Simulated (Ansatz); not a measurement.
**Co: equation of state**

The task here is to estimate one member of a computed series from the others.

This is Co in the fcc structure; at room conditions it is hcp.

Computed with Ansatz 0.2.0 (DFT PBE, scalar-relativistic, unless a step's input says otherwise).

## The structure to begin with

It takes space group Fm-3m (No. 225, cubic). The conventional cell has a = 3.513 Å, b = 3.513 Å, c = 3.513 Å, α = 90.00°, β = 90.00°, γ = 90.00°. Co (site symmetry m-3m) is surrounded by 12 Co at 2.48 Å.

As a file:

```cif
data_structure
_symmetry_space_group_name_H-M 'P 1'
_symmetry_Int_Tables_number 1
_cell_length_a 2.4843
_cell_length_b 2.4843
_cell_length_c 2.4843
_cell_angle_alpha 60.000
_cell_angle_beta 60.000
_cell_angle_gamma 60.000
_cell_volume 10.84
loop_
_atom_site_label
_atom_site_type_symbol
_atom_site_fract_x
_atom_site_fract_y
_atom_site_fract_z
_atom_site_occupancy
Co1 Co 0.00000 0.00000 0.00000 1
```

The cell is one relaxed in the Materials Project, used as it stands.

The first run:

File input.yaml:

```yaml
crystal:
  lattice:
    - [0.0, 1.7268776307, 1.7268776307]
    - [1.7268776307, 0.0, 1.7268776307]
    - [1.7268776307, 1.7268776307, 0.0]
  atoms:
    - { symbol: Co, position: [0.0, 0.0, 0.0], spin: 2.0 }
magnetization:
  spin_polarized: true
kpoints:
  mp_grid: { grid: [18, 18, 18] }
scf:
  occupations: { method: fermi_dirac, width: 0.05 }
hamiltonian:
  xc: pbe
  pseudopotentials: { kind: all_electron, lapw: { basis_error: 0.001 } }
output:
  forces: true
  stress: true
  eigenvalues: true
```

Command:

```sh
> ansatz run input.yaml --threads 1 --pin off --max-ram 3072MiB --backend cpu --events-out ev --progress --plain --runs-dir out
```

Among the steps run: Volume × 0.95, LAPW; Volume × 0.95, PAW; Volume × 0.95, crystal datasets; Volume × 0.975, LAPW; Volume × 0.975, PAW; Volume × 1.025, LAPW; Volume × 1.025, PAW; Volume × 1.05, LAPW; Volume × 1.05, PAW; Volume × 1.05, crystal datasets.

One table of the session follows, with a row left open; its other results are not shown here.

```
          method  volume (Å³/atom)  moment Co (μB)
            LAPW            10.299            1.66
            LAPW            10.571            1.67
            LAPW            10.842            1.68
            LAPW            11.113            1.70
            LAPW            11.384               ?
             PAW            10.299            1.67
             PAW            10.571            1.69
             PAW            10.842            1.70
             PAW            11.113            1.72
             PAW            11.384            1.75
crystal datasets            10.299            1.67
crystal datasets            10.842            1.70
crystal datasets            11.384            1.75
```

Q: Estimate the row for LAPW, 11.384 from the others.

As computed: moment Co (μB): 1.73. In the column «moment Co (μB)» it lies between PAW, 11.113 (1.72) and PAW, 11.384 (1.75).

To keep in mind: Warnings in the runs' records: printed levels off, crystal datasets made, band levels unverified.
